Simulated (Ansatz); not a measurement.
# Y (P6_3/mmc) in Ansatz: notebook

The runs below take Y through single point, equation of state, with PBE.

All numbers are computed with Ansatz 0.2.0; they aren't measurements. Logs are shortened: lines on timing, memory, paths and dates and some standing lists are left out, and cuts for length are marked.

### Step 1. The structure

Symmetry: P6_3/mmc, No. 194, hexagonal system. The conventional cell has a = 3.647 Å, b = 3.647 Å, c = 5.731 Å, α = 90.00°, β = 90.00°, γ = 120.00°. Y (site symmetry -6m2) has 12 Y at 3.56 to 3.65 Å as nearest neighbours.

### Step 2. Single point, PBE, 31.03 Å³/atom (volume scaled by 0.94)

input.yaml reads:

```yaml
crystal:
  lattice:
    - [3.5729423729, 0.0, 0.0]
    - [-1.7864711865, 3.0942588613, 0.0]
    - [0.0, 0.0, 5.6136161546]
  atoms:
    - { symbol: "Y", position: [0.6666666667, 0.3333333333, 0.75] }
    - { symbol: "Y", position: [0.3333333333, 0.6666666667, 0.25] }
hamiltonian:
  xc: pbe
  pseudopotentials: { kind: paw, source: jth }
kpoints:
  mp_grid: { grid: [8, 8, 5] }
scf:
  occupations: { method: fermi_dirac, width: 0.05 }
output:
  forces: true
  stress: true
  eigenvalues: true
  write_density: true
  write_potential: true
  elf: true
  volumetric_format: npy
```

Potentials or basis: JTH PAW.

Started as:

```sh
$ ansatz run input.yaml --threads 2 --pin off --max-ram 5632MiB --backend cpu --events-out ev --progress --plain --runs-dir out
```

The log of the run:

```text
Warning: the checks of this Y dataset prove no rule for summing its radial tables, as where they were carried onto another mesh than they were made on, and Gregory's rule is taken, under which a leading mesh point left out moves its sums only by what lay on the interval it spanned. That does not make them correct, and they differ from Quantum ESPRESSO's on this file; a re-export a fraction of a mesh step off can move them. hamiltonian.pseudopotentials.radial_quadrature: simpson_from_first_knot sums it by `pw.x`'s rule; on a PAW file no value gives `pw.x`'s numbers. What more to know: hamiltonian.pseudopotentials.radial_quadrature, in the input reference
Warning: RAYON_NUM_THREADS=2 ignored (pool sized by the plan → 2); use --threads N
Engine: ansatz 0.2.0, x86_64-unknown-linux-gnu
Pseudopotentials: kind: paw
Pseudopotential: Y, paw, valence charge 11, recommended cutoff 900 eV (normal), Y.paw.azcp
Functional definition: PBE
  parameter kappa = 0.804
  parameter beta = 0.06672455060314922
  exchange = pbe_x(kappa = kappa, mu = beta*pi^2/3)
  correlation = pbe_c(beta = beta)
Crystal: 2 atoms, lattice volume = 62.062 Å³
Basis set: ecut = 900 eV, 3801 PW (Γ), exchange–correlation on 72×72×120 points (8 copies of the dense FFT grid, shifted against one another)
Bands: 15, of which v1, the nominal top of the filled ones, is band 11 counted from 1 (10 counted from 0)
Symmetry: 24 space group operations
Space group: P63/mmc (ITA 194), of the structure as read, at distance tolerance 4.0e-5 Å
k-points: 30 of 320
Non-local potential: Y, projectors of the file, l = 0: 2, l = 1: 2, l = 2: 2
PAW form: soft (Blöchl's): semilocal exchange-correlation on the pseudo side does not see the compensation charge
PAW one-centre angular grid: Y, 590 points (default); XC on 111 of its mesh's 919 points in the sphere
Initial density: superposition of atomic densities (chi_scale 0.1, normalization cell)
Initial wavefunctions: pseudopotential atomic-orbital guess
Functional: x = pbe(κ = 0.804, μ = 0.2195149727645171), c = pbe(β = 0.06672455060314922)
SCF iter   1: F=—  HF=-7689.915869 eV  |F-HF|=—  |Δ(HF+E_count)|=         —  Δρ=1.45e-2  dr2=1.77e-1  ethr=3.10e-3  ⟨swp⟩=5.6  Hψ=2584  notcnv=0
preconditioner: auto → Kerker (q_TF=auto, 2.295 Å⁻¹)  [metal: Δε(μ)=0.072 eV  Ē_g=2.654 eV  σ=0.050 eV  W_gap=0.32  n_scr=10 (ndim 8)  ℏωp=11.5 eV  f_vac=0.000  D(μ)=5.02/eV (n_scr^D=54)]
SCF iter   2: F=—  HF=-7689.890581 eV  |F-HF|=—  |Δ(HF+E_count)|=   2.53e-2  Δρ=9.04e-3  dr2=7.38e-2  ethr=8.05e-4  ⟨swp⟩=2.0  Hψ=795  notcnv=0
SCF iter   3: F=—  HF=-7689.875526 eV  |F-HF|=—  |Δ(HF+E_count)|=   1.51e-2  Δρ=2.24e-3  dr2=2.05e-3  ethr=3.35e-4  ⟨swp⟩=2.6  Hψ=816  notcnv=0
SCF iter   4: F=—  HF=-7689.875714 eV  |F-HF|=—  |Δ(HF+E_count)|=   1.88e-4  Δρ=4.77e-4  dr2=1.35e-4  ethr=9.30e-6  ⟨swp⟩=2.0  Hψ=738  notcnv=0
SCF iter   5: F=—  HF=-7689.875733 eV  |F-HF|=—  |Δ(HF+E_count)|=   1.82e-5  Δρ=5.14e-5  dr2=1.49e-6  ethr=6.13e-7  ⟨swp⟩=2.8  Hψ=723  notcnv=0
SCF iter   6: F=—  HF=-7689.875766 eV  |F-HF|=—  |Δ(HF+E_count)|=   3.29e-5  Δρ=1.35e-5  dr2=1.15e-7  ethr=4.55e-10  ⟨swp⟩=12.1  Hψ=4006  notcnv=0
SCF iter   7: F=-7689.875766 eV  HF=-7689.875766 eV  |F-HF|=4.24e-10  |Δ(HF+E_count)|=   5.38e-9  Δρ=1.92e-6  dr2=2.27e-9  ethr=4.55e-10  ⟨swp⟩=8.4  Hψ=2857  notcnv=0
SCF 1 converged in 7 iterations: F = -7689.875766 eV  dr2 = 2.27e-9
SCF converged after 7 iterations
Free energy (F): -7689.875766 eV
Harris-Foulkes:  -7689.875766 eV  (|F-HF|=4.24e-10)
Internal energy: -7689.836023 eV  (E = F + TS)
E sigma→0 (E₀):  -7689.855894 eV
Entropy (-TS):   -0.039742 eV (-19.871 meV/atom)
Fermi energy:    9.997629 eV
--- Per-component energies (eV) ---
  E_band       = -226.754081
  E_kinetic    = 590.715249
  E_local      = -1583.648440  (includes V_loc(G=0)·N_el)
  E_nonlocal   = 516.586427
  E_hartree    = 372.863588
  E_xc         = -434.358684
  E_vxc        = -409.146730  (∫ρ·V_xc dr)
  E_paw        = -5550.961756  (= ΣΔE_a)
  E_vpaw       = -86.987795  (= ΣTr[D̂ρ^β])
  E_aug_tail   = 0.000009  (compensation charges beyond the density's cutoff)
  E_ewald      = -1601.032417
  E_smearing   = -0.039742  (= −TS)
  E_closure    = -0.000000  (closes the sum)
  Σ components = -7689.875766   (vs F -7689.875766, Δ=0.00e0)
--- Forces (eV/Å), atoms counted from 1 ---
  atom   1  Y      0.00000000     0.00000000     0.00000000
  atom   2  Y     -0.00000000    -0.00000000     0.00000000
  max |Σ_I F_I| component: 1.16e-17 eV/Å
--- Stress (GPa, compression-positive) ---
        2.654442       0.000000       0.000000
       -0.000000       2.654442       0.000000
        0.000000       0.000000       2.364124
  P = ⅓ Tr σ = 2.5577 GPa (25.577 kbar)
--- Band table (eV; the first three rows and the last of 30) ---
  k-point 0: bands = ["-32.5059", "-32.4122", "-12.8679", "-12.2929", "-12.2929", "-12.1874", "-12.1874", "-12.1508", "5.2828", "8.0819", "11.0615", "11.8181", "11.8181", "12.1300", "12.4676"]
  k-point 1: bands = ["-32.4971", "-32.4212", "-12.8034", "-12.2829", "-12.2829", "-12.2236", "-12.1976", "-12.1976", "5.5564", "7.9114", "10.8285", "11.6974", "11.6974", "11.8674", "12.2484"]
  k-point 2: bands = ["-32.4738", "-32.4448", "-12.6308", "-12.4096", "-12.2567", "-12.2567", "-12.2241", "-12.2241", "6.2988", "7.2456", "10.7882", "11.2714", "11.6606", "11.6606", "11.8746"]
  k-point 29: bands = ["-32.4107", "-32.4068", "-12.7389", "-12.7173", "-12.5537", "-12.4878", "-12.2965", "-12.2729", "9.0297", "9.2635", "9.9601", "9.9989", "10.5806", "10.5943", "12.5894"]
```

rho_z.tsv:

```text
# z_ang	rho[e/angstrom^3]
# format = ansatz-planar-average/11
# lattice	3.572942373	0.000000000	0.000000000
# lattice	-1.786471187	3.094258861	0.000000000
# lattice	0.000000000	0.000000000	5.613616155
# sites	2
# site	39	1.786471186	1.031419620	4.210212116
# site	39	-0.000000000	2.062839241	1.403404039
0.000000	1.093126e-1
0.093560	1.107318e-1
0.187121	1.153729e-1
0.280681	1.244548e-1
0.374241	1.401563e-1
0.467801	1.656510e-1
[... 52 lines left out ...]
5.426496	1.153729e-1
5.520056	1.107318e-1
```

It took 3.1 s on 2 threads of Intel Xeon Platinum 8375C at 2.90GHz (Ice Lake), shared host; peak memory 0.47 GiB.

Results:

| Property | Result |
| --- | --- |
| Free energy | -7689.8758 eV |
| Pressure | 2.6 GPa |
| Band gap on the k mesh | none (metal or under the smearing width) |

### Step 3. Single point, PBE, 31.69 Å³/atom (volume scaled by 0.96)

Changes to input.yaml since step 2:

```diff
@@ -2,5 +2,5 @@
   lattice:
-    - [3.5729423729, 0.0, 0.0]
-    - [-1.7864711865, 3.0942588613, 0.0]
-    - [0.0, 0.0, 5.6136161546]
+    - [3.598104768, 0.0, 0.0]
+    - [-1.799052384, 3.1160501346, 0.0]
+    - [0.0, 0.0, 5.6531499653]
   atoms:
@@ -19,5 +19 @@
   eigenvalues: true
-  write_density: true
-  write_potential: true
-  elf: true
-  volumetric_format: npy
```

Potentials or basis: JTH PAW.

Started as:

```sh
$ ansatz run input.yaml --threads 2 --pin off --max-ram 5632MiB --backend cpu --events-out ev --progress --plain --runs-dir out
```

Run time: 2.3 s. Hardware: 2 threads of Intel Xeon Platinum 8375C at 2.90GHz (Ice Lake), shared host; peak memory 0.47 GiB.

The run converged. Its results:

| Quantity | Value |
| --- | --- |
| Free energy | -7689.8928 eV |
| Pressure | 1.6 GPa |
| Band gap on the k mesh | none (metal or under the smearing width) |

### Step 4. Single point, PBE, 32.35 Å³/atom (volume scaled by 0.98)

Changes to input.yaml since step 3:

```diff
@@ -2,5 +2,5 @@
   lattice:
-    - [3.598104768, 0.0, 0.0]
-    - [-1.799052384, 3.1160501346, 0.0]
-    - [0.0, 0.0, 5.6531499653]
+    - [3.6229200678, 0.0, 0.0]
+    - [-1.8114600339, 3.1375408146, 0.0]
+    - [0.0, 0.0, 5.6921384384]
   atoms:
```

Started as:

```sh
$ ansatz run input.yaml --threads 2 --pin off --max-ram 5632MiB --backend cpu --events-out ev --progress --plain --runs-dir out
```

Wall time 2 s (2 threads of Intel Xeon Platinum 8375C at 2.90GHz (Ice Lake), shared host); peak memory 0.47 GiB.

The run converged. Its results:

```yaml
Free_energy: -7689.9023 eV
Pressure: 0.7 GPa
Band_gap_on_the_k_mesh: none (metal or under the smearing width)
```

### Step 5. Single point, PBE, 33.01 Å³/atom

Changes to input.yaml since step 4:

```diff
@@ -2,5 +2,5 @@
   lattice:
-    - [3.6229200678, 0.0, 0.0]
-    - [-1.8114600339, 3.1375408146, 0.0]
-    - [0.0, 0.0, 5.6921384384]
+    - [3.6474, 0.0, 0.0]
+    - [-1.8237, 3.1587410578, 0.0]
+    - [0.0, 0.0, 5.7306]
   atoms:
@@ -19 +19,5 @@
   eigenvalues: true
+  write_density: true
+  write_potential: true
+  elf: true
+  volumetric_format: npy
```

Started as:

```sh
$ ansatz run input.yaml --threads 2 --pin off --max-ram 5632MiB --backend cpu --events-out ev --progress --plain --runs-dir out
```

Wall time 2.8 s (2 threads of Intel Xeon Platinum 8375C at 2.90GHz (Ice Lake), shared host); peak memory 0.48 GiB.

Results (log left out):

| Item | Value |
| --- | --- |
| Free energy | -7689.9046 eV |
| Pressure | -0.1 GPa |
| Band gap on the k mesh | none (metal or under the smearing width) |

### Step 6. Single point, PBE, 33.67 Å³/atom (volume scaled by 1.02)

Changes to input.yaml since step 5:

```diff
@@ -2,5 +2,5 @@
   lattice:
-    - [3.6474, 0.0, 0.0]
-    - [-1.8237, 3.1587410578, 0.0]
-    - [0.0, 0.0, 5.7306]
+    - [3.6715556708, 0.0, 0.0]
+    - [-1.8357778354, 3.1796604824, 0.0]
+    - [0.0, 0.0, 5.7685520994]
   atoms:
```

Potentials or basis: JTH PAW.

Started as:

```sh
$ ansatz run input.yaml --threads 2 --pin off --max-ram 5632MiB --backend cpu --events-out ev --progress --plain --runs-dir out
```

It took 3.1 s on 2 threads of Intel Xeon Platinum 8375C at 2.90GHz (Ice Lake), shared host; peak memory 0.49 GiB.

The run converged. Its results:

```yaml
Free_energy: -7689.9004 eV
Pressure: -0.9 GPa
Band_gap_on_the_k_mesh: none (metal or under the smearing width)
```

### Step 7. Single point, PBE, 34.33 Å³/atom (volume scaled by 1.04)

Changes to input.yaml since step 6:

```diff
@@ -2,5 +2,5 @@
   lattice:
-    - [3.6715556708, 0.0, 0.0]
-    - [-1.8357778354, 3.1796604824, 0.0]
-    - [0.0, 0.0, 5.7685520994]
+    - [3.6953976095, 0.0, 0.0]
+    - [-1.8476988047, 3.2003082069, 0.0]
+    - [0.0, 0.0, 5.8060112795]
   atoms:
```

Started as:

```sh
$ ansatz run input.yaml --threads 2 --pin off --max-ram 5632MiB --backend cpu --events-out ev --progress --plain --runs-dir out
```

It took 2.5 s on 2 threads of Intel Xeon Platinum 8375C at 2.90GHz (Ice Lake), shared host; peak memory 0.49 GiB.

The run converged. Its results:

* Free energy: -7689.8901 eV
* Pressure: -1.6 GPa
* Band gap on the k mesh: none (metal or under the smearing width)

### Step 8. Single point, PBE, 34.99 Å³/atom (volume scaled by 1.06)

Changes to input.yaml since step 7:

```diff
@@ -2,5 +2,5 @@
   lattice:
-    - [3.6953976095, 0.0, 0.0]
-    - [-1.8476988047, 3.2003082069, 0.0]
-    - [0.0, 0.0, 5.8060112795]
+    - [3.7189358085, 0.0, 0.0]
+    - [-1.8594679043, 3.2206928852, 0.0]
+    - [0.0, 0.0, 5.8429932402]
   atoms:
@@ -19,5 +19 @@
   eigenvalues: true
-  write_density: true
-  write_potential: true
-  elf: true
-  volumetric_format: npy
```

Started as:

```sh
$ ansatz run input.yaml --threads 2 --pin off --max-ram 5632MiB --backend cpu --events-out ev --progress --plain --runs-dir out
```

It took 2 s on 2 threads of Intel Xeon Platinum 8375C at 2.90GHz (Ice Lake), shared host; peak memory 0.49 GiB.

Results (log left out):

| Item | Value |
| --- | --- |
| Free energy | -7689.8741 eV |
| Pressure | -2.3 GPa |
| Band gap on the k mesh | none (metal or under the smearing width) |

### Step 9. Equation of state, PBE

Potentials or basis: JTH PAW.

This step only gathers the single runs of the series.

Results:

| Property | Result |
| --- | --- |
| Equilibrium volume | 32.91 Å³/atom |
| Bulk modulus at fixed shape and positions | 40 GPa |
| Pressure derivative of the bulk modulus | 2.9 |

Energy against volume, from the lowest point:
```tsv
volume (Å³/atom)	energy (meV/atom)
31.031	14.43
31.691	5.89
32.351	1.17
33.012	0.00
33.672	2.12
34.332	7.28
34.992	15.25
```

Caveat: the cell was scaled at fixed shape and fractional positions, which overstates the stiffness of a crystal with free parameters, most of all of layers and chains.
